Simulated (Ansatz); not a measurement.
Here is the system:

```
CELL_PARAMETERS angstrom
      2.92864     5.85727     2.92864
      2.92864    -5.85727     2.92864
      5.85727     2.92864    -2.92864
ATOMIC_POSITIONS crystal
  Sr 0.16233 0.49615 0.67048
  Sr 0.99542 0.99477 0.00366
  Sr 0.32903 0.99577 0.33697
  Sr 0.66189 0.99471 0.67054
  Sr 0.49558 0.49616 0.00384
  Sr 0.82888 0.49524 0.33702
  F  0.53699 0.62073 0.67069
  F  0.37242 0.11939 0.00153
  F  0.70103 0.11895 0.33697
  F  0.03693 0.11933 0.67275
  F  0.87068 0.62086 0.00336
  F  0.20507 0.62354 0.33714
  F  0.28721 0.87025 0.67056
  F  0.12088 0.37161 0.00146
  F  0.45672 0.37195 0.33704
  F  0.78503 0.37160 0.67281
  F  0.62069 0.87027 0.00348
  F  0.95266 0.86734 0.33704
  H  0.07612 0.24310 0.33975
```

Spin-polarised, with starting moments of sign Sr0 Sr0 Sr0 Sr+ Sr0 Sr0 F0 F0 F0 F+ F0 F0 F0 F0 F0 F0 F0 F+ H+.

Level of theory: PBE (Ansatz, a first-principles code, PAW, scalar-relativistic without spin-orbit coupling). Settings: 4×4×4 k-points, 0.01 eV Fermi–Dirac smearing.

**Question.** Predict the total moment of the cell and gap of the supercell.

**Answer.** 
```json
{
  "total_moment_of_the_cell": "1.0 μB",
  "gap_of_the_supercell": "3.39 eV"
}
```

The magnetic state is the one reached from the starting moments; the real material's order can differ, and small cells can't hold many antiferromagnetic ones. The cell is small, so the values are those of an ordered compound at a high defect concentration; dilute-limit values will differ. Where the two band edges lie in opposite spin channels, the gap is a spin-flip gap. The cell was made from SrF2 in the fluorite structure (space group Fm-3m, No. 225) by this change: H interstitial (started 2.04 Å from the nearest host atom). The defect cell is spin-polarised and ends with 1.0 μB.
